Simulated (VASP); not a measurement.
# ZrGe (Fm-3m): band edges, masses and strain, part 3 of 3

Aim: the gap of ZrGe, the masses at its band edges and their response to strain. The cell is generated by rule, not measured, and may not be a known phase.

VASP 6.6.1, plane waves and PAW; the level of theory is named at each step.

Still holding for the runs below: The k-mesh is coarse for a metal.

So far. Step 3 (Bands on a dense mesh): At -11.6 GPa the cell is away from the equilibrium volume of this level: left free, it would shrink. Step 5 (Orbitals for bands with HSE06): The run ends at a pressure of -8.32 GPa.

The structure was built from a prototype and need not be the compound's stable phase.

### 6. Bands with HSE06

This step: HSE06; plane waves and PAW (Zr_sv, Ge_d); invented cell (VASP 6.6.1).

A quarter of screened exact exchange corrects much of the semilocal gap error; its cost forces a coarser mesh.

The input, INCAR:

```
SYSTEM = ZrGe
PREC = Accurate
ENCUT = 410
EDIFF = 1E-06
NELM = 100
ISMEAR = 0
SIGMA = 0.02
LREAL = .FALSE.
ALGO = Normal
LHFCALC = .TRUE.
AEXX = 0.25
GGA = PE
HFSCREEN = 0.2
LASPH = .TRUE.
NBANDS = 19
PRECFOCK = Fast
LORBIT = 11
LWAVE = .FALSE.
LCHARG = .FALSE.
KPAR = 4
ISIF = 2
```

The input, POSCAR:

```
ZrGe
1.0
    0.0000000000      2.8200000000      2.8200000000
    2.8200000000      0.0000000000      2.8200000000
    2.8200000000      2.8200000000      0.0000000000
Zr Ge
1 1
Direct
    0.0000000000      0.0000000000      0.0000000000
    0.5000000000      0.5000000000      0.5000000000
```

The input, KPOINTS:

```
Automatic mesh
0
Gamma
4 4 4
0 0 0
```

The input, KPOINTS_OPT:

```
Line mode
8
Line-mode
Reciprocal
  0.00000000   0.00000000   0.00000000 GAMMA
  0.50000000   0.00000000   0.50000000 X

  0.50000000   0.00000000   0.50000000 X
  0.50000000   0.25000000   0.75000000 W

  0.50000000   0.25000000   0.75000000 W
  0.37500000   0.37500000   0.75000000 K

  0.37500000   0.37500000   0.75000000 K
  0.00000000   0.00000000   0.00000000 GAMMA

  0.00000000   0.00000000   0.00000000 GAMMA
  0.50000000   0.50000000   0.50000000 L

  0.50000000   0.50000000   0.50000000 L
  0.62500000   0.25000000   0.62500000 U

  0.62500000   0.25000000   0.62500000 U
  0.50000000   0.25000000   0.75000000 W

  0.50000000   0.25000000   0.75000000 W
  0.50000000   0.50000000   0.50000000 L

  0.50000000   0.50000000   0.50000000 L
  0.37500000   0.37500000   0.75000000 K

  0.62500000   0.25000000   0.62500000 U
  0.50000000   0.00000000   0.50000000 X
```

PAW data sets: Zr_sv and Ge_d (PBE family, release 64).

The WAVECAR or CHGCAR of an earlier step is read.

Run with:

```bash
$ mpirun -np 4 vasp_std
```

The program printed:

```text
[banner, memory and clock lines left out]
running    4 mpi-ranks, on    1 nodes
 distrk:  each k-point on    1 cores,    4 groups
 distr:  one band on    1 cores,    1 groups

 POSCAR found type information on POSCAR ZrGe
 POSCAR found :  2 types and       2 ions
 LDA part: xc-table for (Slater+PW92), standard interpolation
 found WAVECAR, reading the header
 POSCAR, INCAR and KPOINTS ok, starting setup
 FFT: planning ... GRIDC
 FFT: planning ... GRID_SOFT
 FFT: planning ... GRID
 reading WAVECAR
 the WAVECAR file was read successfully
 initial charge from wavefunction
 entering main loop
       N       E                     dE             d eps       ncg     rms          rms(c)
DAV:   1    -0.167295433642E+02   -0.16730E+02   -0.79635E-01   375   0.124E+01    0.173E+00
DAV:   2    -0.167087717958E+02    0.20772E-01   -0.48906E-02   435   0.423E+00    0.920E-01
DAV:   3    -0.167065290294E+02    0.22428E-02   -0.20946E-02   422   0.159E+00    0.428E-01
DAV:   4    -0.167068679553E+02   -0.33893E-03   -0.12904E-03   387   0.245E-01    0.255E-01
DAV:   5    -0.167066612359E+02    0.20672E-03   -0.20035E-04   395   0.128E-01    0.153E-01
DAV:   6    -0.167066225300E+02    0.38706E-04   -0.10467E-04   395   0.628E-02    0.904E-02
DAV:   7    -0.167066141485E+02    0.83814E-05   -0.15661E-05   334   0.331E-02    0.525E-02
DAV:   8    -0.167066105261E+02    0.36225E-05   -0.34607E-06   281   0.209E-02    0.298E-02
DAV:   9    -0.167066097428E+02    0.78327E-06   -0.11145E-06   237   0.102E-02
   1 F= -.16706610E+02 E0= -.16706610E+02  d E =-.676276E-20
 Start KPOINTS_OPT (optional k-point list driver)
k-point batch [1-8\80]
       N       E                     dE             ncg
DAV:   1    -0.112740029047E+04   -0.49440E+04      365
DAV:   2    -0.297654837100E+04   -0.18491E+04      307
DAV:   3    -0.317179333756E+04   -0.19524E+03      340
DAV:   4    -0.318315553769E+04   -0.11362E+02      454
DAV:   5    -0.318354277404E+04   -0.38724E+00      366
DAV:   6    -0.318355248164E+04   -0.97076E-02      444
DAV:   7    -0.318355277073E+04   -0.28909E-03      380
DAV:   8    -0.318355277734E+04   -0.66090E-05      391
DAV:   9    -0.318355277752E+04   -0.18773E-06      225
[...]
k-point batch [73-80\80]
       N       E                     dE             ncg
DAV:   1    -0.116119741669E+04   -0.77308E+04      360
DAV:   2    -0.300958704443E+04   -0.18484E+04      316
DAV:   3    -0.321178557177E+04   -0.20220E+03      346
DAV:   4    -0.322301581890E+04   -0.11230E+02      424
DAV:   5    -0.322336746631E+04   -0.35165E+00      372
DAV:   6    -0.322337872140E+04   -0.11255E-01      428
DAV:   7    -0.322337899836E+04   -0.27696E-03      372
DAV:   8    -0.322337900609E+04   -0.77333E-05      390
DAV:   9    -0.322337900656E+04   -0.46545E-06      228
```

Elapsed: 3.8 min, on 4 MPI ranks of Intel Xeon 6975P-C (Granite Rapids), shared host; peak memory 1 GiB; 15 min of CPU time.

From OUTCAR (step 6):

```text
   k-points           NKPTS =      8   k-points in BZ     NKDIM =     64   number of bands    NBANDS=     19

   NELECT =      26.0000    total number of electrons

  exchange ACFDT corr.  =         0.00000000  see jH, gK, PRB 81, 115126

 E-fermi :   6.9403

 k-point     1 :       0.0000    0.0000    0.0000
  band No.  band energies     occupation
    ...
      6     -20.0667      2.00000
      7     -20.0437      2.00000
      8     -20.0437      2.00000
      9     -20.0437      2.00000
     10      -4.1156      2.00000
     11       7.5447      0.00000
     12       7.5447      0.00000
     13       7.5447      0.00000
     14       8.0603      0.00000
     15       8.0603      0.00000
    ...

  Total       -2.8790758     -2.8790758     -2.8790758      0.0000000      0.0000000      0.0000000
  in kB     -102.8457542   -102.8457542   -102.8457542      0.0000000      0.0000000      0.0000000
  external PRESSURE =    -102.8457542 kB  Pullay stress =       0.0000000 kB

 POSITION                                       TOTAL-FORCE (eV/Angst)
 -----------------------------------------------------------------------------------
      0.00000      0.00000      0.00000        -0.000000     -0.000000      0.000000
      2.82000      2.82000      2.82000         0.000000      0.000000     -0.000000
 -----------------------------------------------------------------------------------
    total drift:                                0.000001     -0.000002      0.000006

  FREE ENERGIE OF THE ION-ELECTRON SYSTEM (eV)
  ---------------------------------------------------
  free  energy   TOTEN  =       -16.7066097428 eV

  energy  without entropy=      -16.7066097428  energy(sigma->0) =      -16.70660974

[... 7 parts as in an earlier step ...]

[... 9 further parts left out ...]
```

The k-mesh is coarse for exact exchange; in a metal the Fermi energy and the levels can shift by several tenths of an eV on a finer one.

This step gave:

| Item | Value |
| --- | --- |
| SCF cycles | 9 |
| free energy (TOTEN) | -16.71 eV |
| Fermi energy | 6.940 eV |
| pressure | -10.28 GPa |

The electronic bands at the labelled points (eV, zero at the Fermi level; # counts the bands kept, so #1 is VASP's band 10):

| point | #1 | #2 | #3 | #4 | #5 | #6 | #7 | #8 |
| --- | --- | --- | --- | --- | --- | --- | --- | --- |
| Γ | -11.06 | 0.60 | 0.60 | 0.60 | 1.12 | 1.12 | 2.35 | 2.35 |
| 0.43 of the way | -10.20 | -2.51 | -0.31 | -0.13 | -0.13 | 1.47 | 3.85 | 3.85 |
| X | -9.17 | -3.24 | -1.34 | 0.13 | 0.13 | 2.11 | 3.51 | 3.51 |
| 0.43 of the way | -9.03 | -3.18 | -1.95 | -1.16 | 1.01 | 2.84 | 3.44 | 3.51 |
| W | -8.76 | -2.81 | -2.81 | -2.42 | 2.69 | 2.69 | 3.21 | 3.52 |
| 0.43 of the way | -8.79 | -2.98 | -2.95 | -1.93 | 1.89 | 3.01 | 3.58 | 3.64 |
| K | -8.82 | -3.12 | -3.06 | -1.34 | 1.13 | 3.07 | 3.82 | 4.10 |
| 0.43 of the way | -9.41 | -3.45 | -1.99 | -1.89 | 1.68 | 2.61 | 3.62 | 4.06 |
| Γ | -11.06 | 0.60 | 0.60 | 0.60 | 1.12 | 1.12 | 2.35 | 2.35 |
| 0.43 of the way | -10.34 | -1.85 | -0.97 | -0.97 | 1.34 | 1.34 | 2.31 | 5.18 |
| L | -8.51 | -5.16 | -2.29 | -2.29 | 2.85 | 2.85 | 3.62 | 4.70 |
| 0.43 of the way | -8.59 | -4.71 | -2.47 | -2.07 | 2.42 | 2.82 | 3.34 | 5.50 |
| U | -8.82 | -3.12 | -3.06 | -1.34 | 1.13 | 3.07 | 3.82 | 4.10 |
| 0.43 of the way | -8.80 | -3.02 | -3.02 | -1.72 | 1.61 | 3.04 | 3.71 | 3.77 |
| W | -8.76 | -2.81 | -2.81 | -2.42 | 2.69 | 2.69 | 3.21 | 3.52 |
| 0.57 of the way | -8.61 | -4.56 | -2.50 | -2.04 | 2.50 | 2.62 | 3.34 | 5.54 |
| L | -8.51 | -5.16 | -2.29 | -2.29 | 2.85 | 2.85 | 3.62 | 4.70 |
| 0.43 of the way | -8.59 | -4.71 | -2.47 | -2.07 | 2.42 | 2.82 | 3.34 | 5.50 |
| K | -8.82 | -3.12 | -3.06 | -1.34 | 1.13 | 3.07 | 3.82 | 4.10 |
| jump to U | -8.82 | -3.12 | -3.06 | -1.34 | 1.13 | 3.07 | 3.82 | 4.10 |
| 0.43 of the way | -9.04 | -3.19 | -2.11 | -0.63 | 0.46 | 3.20 | 3.36 | 3.62 |
| X | -9.17 | -3.24 | -1.34 | 0.13 | 0.13 | 2.11 | 3.51 | 3.51 |

Of the projections kept (Zr, Ge), the largest for each band there; the rest of the weight can lie on other orbitals:

| point | #1 | #2 | #3 | #4 | #5 | #6 | #7 | #8 |
| --- | --- | --- | --- | --- | --- | --- | --- | --- |
| Γ | Ge 0.86 | Zr 0.94 | Zr 0.94 | Zr 0.94 | Zr 0.92 | Zr 0.92 | Ge 0.96 | Ge 0.96 |
| X | Ge 0.84 | Ge 0.78 | Zr 0.91 | Ge 0.88 | Ge 0.88 | Zr 0.93 | Zr 1.00 | Zr 1.00 |
| W | Ge 0.86 | Ge 0.58 | Ge 0.58 | Zr 0.50 | Zr 0.80 | Zr 0.80 | Zr 0.89 | Zr 1.00 |
| K | Ge 0.86 | Ge 0.51 | Ge 0.67 | Zr 0.52 | Zr 0.77 | Zr 1.00 | Zr 0.93 | Zr 0.87 |
| Γ | Ge 0.86 | Zr 0.94 | Zr 0.94 | Zr 0.94 | Zr 0.92 | Zr 0.92 | Ge 0.96 | Ge 0.96 |
| L | Ge 0.93 | Ge 0.52 | Zr 0.60 | Zr 0.60 | Zr 0.99 | Zr 0.99 | Zr 0.93 | Ge 0.83 |

The electronic bands as a text plot (rows in eV, shown from -8.0 to 2.4 only):

```
    2.1 |*      ***  *    **  *   **** *         *  *      *    *
    1.7 |    ***       *    **        *      *  *           *
    1.3 |****       *   **    **  *  *        **             *
    0.8 |          *           *** **                         *
    0.4 |**       *             ****                           *
    0.0 | *********             **                              *
   -0.5 |   *                  *    *                          *
   -0.9 |    ***               *    **
   -1.3 |  *    ****    **    **               *              * *
   -1.7 |          **  *  * **       ***     ** *          *** *
   -2.2 |           ***    ***          *****    * ********
   -2.6 |   *        **    *  *             **    ****    *** *
   -3.0 |    **  **********           *       **** *         ****
   -3.5 |      **           **                *     *        *
   -3.9 |                 **           *     *              *
   -4.3 |                                                  *
   -4.8 |                               *  **        **   *
   -5.2 |                                **            ***
   -5.6 |
   -6.1 |
   -6.5 |
   -6.9 |
   -7.4 |
   -7.8 |
         Γ       X    W  K        Γ      L     U  W     L   K|U X
```

### 7. What came out

| Quantity | Value |
| --- | --- |
| gap, PBEsol | none |
| gap with spin-orbit coupling | none |
| gap, HSE06 without spin-orbit coupling | none |

What this shows: At this level the bands overlap or touch. Masses were not obtained, since there is no gap at this level. The strain response was not obtained, since there is no gap at this level.

[Lines on the potential files, build, host, timing and source positions are cut from VASP's logs without a mark.]

[Logs are printed without paths, hosts, clocks, repeated set-up lines and the standing remarks that a program may print on its own settings, such as how far it seeks lower states.]

[Hosts, paths, dates, database ids (printed as entryN), source tags and the programs' standing remarks are cut or masked in the printed files.]

[In band tables of VASP the shares of atoms and orbitals are scaled to a sum of 1 inside the atoms' spheres.]

[Gaps and slopes under strain along one axis are those of the sampled path and mesh points; where strain splits equal valleys, another of them can be the edge.]
